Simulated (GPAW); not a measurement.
Runs of GPAW 26.7.0 on ZnS. It takes space group F-43m (No. 216, cubic). Conventional cell: a = 5.404 Å, b = 5.404 Å, c = 5.404 Å, α = 90.00°, β = 90.00°, γ = 90.00°. Around Zn (site symmetry -43m) lie 4 S at 2.34 Å. Around S (site symmetry -43m) lie 4 Zn at 2.34 Å. 

```csv
task,level,potentials or basis,cell,k mesh,cutoff (eV),maxiter,band path,band points,optimizer,fmax,other keys,gap on the mesh (eV),pressure (GPa),V0 of scaled cells (Å³/atom),B0 (GPa)
single point,TB-mBJ,"GPAW PAW data sets for LDA (gpaw-data 1.2.1), pw",as given,7 × 7 × 7,600,150,-,-,-,-,-,3.66,-,-,-
single point,PBE,"GPAW PAW data sets (gpaw-data 1.2.1), pw",as given,5 × 5 × 5,600,100,-,-,-,-,"several, not listed",2.10,1.7,-,-
equation of state,revPBE+D3(BJ),"the program's PAW data sets (release 1.2.1) made for this functional, pw",as given,7 × 7 × 7,600,150,-,-,-,-,-,-,-,19.23,(a)
band structure,PBEsol,"PAW data sets generated in the run's folder for this functional, pw",as given,9 × 9 × 9,600,150,"GXWKGLUWLK,UX",100,-,-,-,(b),-2.0,-,-
relaxation of cell and atoms,PBE,"GPAW PAW data sets (gpaw-data 1.2.1), pw",relaxed,9 × 9 × 9,600,150,-,-,BFGS,0.02 eV/Å,-,2.01,0.0,-,-
single point,PBE,"GPAW PAW data sets (gpaw-data 1.2.1), pw",as given,7 × 7 × 7,900,80,-,-,-,-,"several, not listed",2.10,1.7,-,-
equation of state,SOGGA,"PAW data sets generated in the run's folder for this functional, pw",as given,7 × 7 × 7,600,150,-,-,-,-,-,-,-,19.18,80
```

Alike in all rows: no spin polarisation; smearing fermi-dirac 0.05 eV.

Q: Estimate the missing entries.

A: (a) 78; (b) 1.97.

Caveats: a model potential gives levels but no total energy (some runs); the PAW data sets were made with another functional, which shifts forces and pressure a little (some runs); later steps reuse the first step's grids (some runs).

